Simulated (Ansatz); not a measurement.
Wanted: the native input for an Ansatz 0.2.0 run.

| Item | Value |
| --- | --- |
| Task | relaxation of cell and atoms |
| Functional | PBEsol |
| Potentials or basis | all-electron LAPW, scalar-relativistic |
| Basis error allowed | 0.001 eV/atom |
| k mesh | 10 × 10 × 6 |
| Occupations | fermi-dirac, width 0.05 eV |
| Spin | no spin polarisation |
| Target pressure | 5 GPa |

Crystal: Ge.

```
Ge
1.0
     1.48805   -2.59469    0.00000
     1.48805    2.59469    0.00000
     0.00000    0.00000    4.72760
Ge
2
Cartesian
  1.4881 0.8643 1.1819
  1.4881 -0.8643 3.5457
```

This isn't the form of Ge at room conditions, which is diamond.

The input as run:

input.yaml

```yaml
crystal:
  lattice:
    - [1.488052925, -2.59468961, 0.0]
    - [1.488052925, 2.59468961, 0.0]
    - [0.0, 0.0, 4.72759579]
  atoms:
    - { symbol: Ge, position: [0.33344663, 0.66655337, 0.25] }
    - { symbol: Ge, position: [0.66655337, 0.33344663, 0.75] }
kpoints:
  mp_grid: { grid: [10, 10, 6] }
scf:
  occupations: { method: fermi_dirac, width: 0.05 }
hamiltonian:
  xc: pbesol
  pseudopotentials: { kind: all_electron, lapw: { basis_error: 0.001 } }
output:
  forces: true
  stress: true
relax:
  f_tol: 0.005
  max_steps: 60
  cell: { p_target: 5 }
```

Potentials or basis: all-electron LAPW, scalar-relativistic.

Launch:

```sh
$ ansatz run input.yaml --threads 1 --pin off --max-ram 3072MiB --backend cpu --events-out ev --progress --plain --runs-dir out
```

It gave:

The relaxed volume is 17.39 Å³/atom and the relaxed cell is a = 2.798 Å, b = 2.798 Å, c = 5.129 Å, α = 90.00°, β = 90.00°, γ = 119.98°. The space group after relaxing (to 0.05 Å) is P6/mmm (No. 191), the energy change on relaxing (the enthalpy is what falls) is -60.8 meV/atom and the ionic steps are 19. The pressure after relaxing is 5.0 GPa and the band gap on the k mesh is none (metal or under the smearing width).

Run time: 5.4 min on 1 thread of Arm Neoverse V2, with other jobs on the host, peak memory 0.47 GiB.
